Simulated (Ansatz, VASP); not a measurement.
**HfO2 in VASP and in Ansatz**

The input INCAR:

```
ALGO = Normal
EDIFF = 1E-7
ENCUT = 520
GGA = PS
ISIF = 2
ISMEAR = 0
LASPH = T
LCHARG = T
LELF = T
LREAL = F
LVHAR = T
LWAVE = F
NBANDS = 18
NELM = 60
PREC = Accurate
SIGMA = 0.05
```

The input KPOINTS:

```
k-points
0
Gamma
  8 8 8
```

POSCAR

```
HfO2
1.0
    0.0000000000      2.6103397544      2.3455226779
    2.6103397544      0.0000000000      2.3455226779
    2.6103397544      2.6103397544      0.0000000000
Hf O
1 2
Direct
    0.0000000000      0.0000000000      0.0000000000
    0.2500000000      0.2500000000      0.2500000000
    0.7500000000      0.7500000000      0.7500000000
```

Input for Ansatz:

```yaml
crystal:
  lattice:
    - [0.0, 2.6103397544, 2.3455226779]
    - [2.6103397544, 0.0, 2.3455226779]
    - [2.6103397544, 2.6103397544, 0.0]
  atoms:
    - { symbol: Hf, position: [0.0, 0.0, 0.0] }
    - { symbol: O, position: [0.25, 0.25, 0.25] }
    - { symbol: O, position: [0.75, 0.75, 0.75] }
basis:
  ecutwfc: 520.0
kpoints:
  mp_grid: { grid: [8, 8, 8] }
hamiltonian:
  xc: pbesol
  pseudopotentials: { kind: paw, azcp: { folder: soft_1 } }
scf:
  occupations: { method: gaussian, width: 0.05 }
output:
  forces: true
  stress: true
  eigenvalues: true
```

Change from the starting cell: mode 4 frozen in at +0.000 Å, strain +e along z and -e/2 along x and y -0.0700.

Alike in both runs: task single point; functional PBEsol; k mesh 8 × 8 × 8; occupations gaussian, width 0.05 eV; no spin polarisation.

```csv
,VASP,Ansatz
version,VASP 6.6.1,Ansatz 0.2.0
potentials or method,"VASP PAW PBE potentials, release 64 (Hf_pv, O)","scalar-relativistic, plane waves, PAW"
plane-wave cutoff (eV),520,520
valence electrons in the cell,22,38
```

Ansatz gave:

* gap on the k mesh at the Fermi level (eV): 2.27
* least direct gap on the mesh (eV): 2.64
* pressure (GPa): 1.6
* largest component of the traceless stress (GPa): 33.77

Q: Which values does VASP return?

A: gap on the k mesh at the Fermi level (eV): 2.25; least direct gap on the mesh (eV): 2.64; pressure (GPa): -2.1; largest component of the traceless stress (GPa): 34.33.

The two sets of potentials don't hold the same shells in valence. Ansatz warned: «pseudo_functional_mismatch».

Caveats: the PAW data sets were made with another functional, which shifts forces and pressure a little (VASP); spin-orbit coupling is left out, which moves the levels of the heavy elements. A k mesh can miss the band edges.
